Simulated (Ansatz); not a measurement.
SnO2:

```
Sn O
1.0
    -2.00007    2.00007    5.12368
     2.00007   -2.00007    5.12368
     2.00007    2.00007   -5.12368
Sn O
2 4
Cartesian
  0.0000 0.0000 0.0000
  0.0000 2.0001 2.5618
  0.0000 2.0001 0.4767
  0.0000 0.0000 2.0851
  0.0000 2.0001 4.6469
  0.0000 0.0000 8.1623
```

Measurements of this composition are mostly on another form, of space group No. 136.

Base run:

| Item | Value |
| --- | --- |
| Program | Ansatz 0.2.0 |
| Functional | HSE06 |
| Potentials or basis | Ansatz PAW |
| Cutoff | 420 eV |
| Density cutoff | 1680 eV |
| k mesh | 6 × 6 × 6 |
| Occupations | fixed |
| Spin | no spin polarisation |

Its results: band gap on the k mesh 3.34 eV, indirect (least direct gap 3.79 eV); largest force 0.155 eV/Å.

Task: The run is repeated on the same cell with these changes: functional from HSE06 to PBE0; level from hse06 to pbe0. What comes out?

Result: Band gap on the k mesh 4.05 eV, indirect (least direct gap 4.51 eV); largest force 0.154 eV/Å.

Caveats: spin-orbit coupling is left out, which moves the levels of the heavy elements; the PAW data sets come from PBE, with cores solved anew for the run's functional, which leaves a small shift of forces and pressure.

Not every run made on this cell is shown here.
